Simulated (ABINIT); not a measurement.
PbS (Galena), 2 atoms in the cell. The structure is cubic, space group Fm-3m (No. 225). The conventional cell has a = 5.931 Å, b = 5.931 Å, c = 5.931 Å, α = 90.00°, β = 90.00°, γ = 90.00°. Pb (site symmetry m-3m) is surrounded by 6 S at 2.97 Å. S (site symmetry m-3m) has 6 Pb at 2.97 Å as nearest neighbours. 

| Property | Result |
| --- | --- |
| Program | ABINIT 10.8.3 (patched build) |
| Task | equation of state |
| Functional | HCTH407 |
| Potentials or basis | JTH PAW PBE v2.0 sp |
| Cutoff | 544 eV |
| k mesh | 8 × 8 × 8 |
| Occupations | fermi-dirac, width 0.05 eV |
| Spin | no spin polarisation |
| Fine-grid cutoff | 1088.46 eV |
| Exchange and correlation inside the PAW spheres | full angular mesh (pawxcdev 0, this build's default; the released program takes 1) |

Potentials or basis: JTH PAW PBE v2.0 sp.

The run is started by

```sh
$ abinit run.abi > log 2>&1
```

Hardware: 1 thread of AMD EPYC 7R43 64-Core Processor (Zen 3) (shared host).

**Question.** Estimate the wall time of this run.

**Answer.** Wall time 2.2 min on 1 thread of AMD EPYC 7R43 64-Core Processor (Zen 3), with other jobs on the host, peak memory 0.16 GiB. Counts: scf iterations 89, k points 29, bands 9, plane waves 1424.
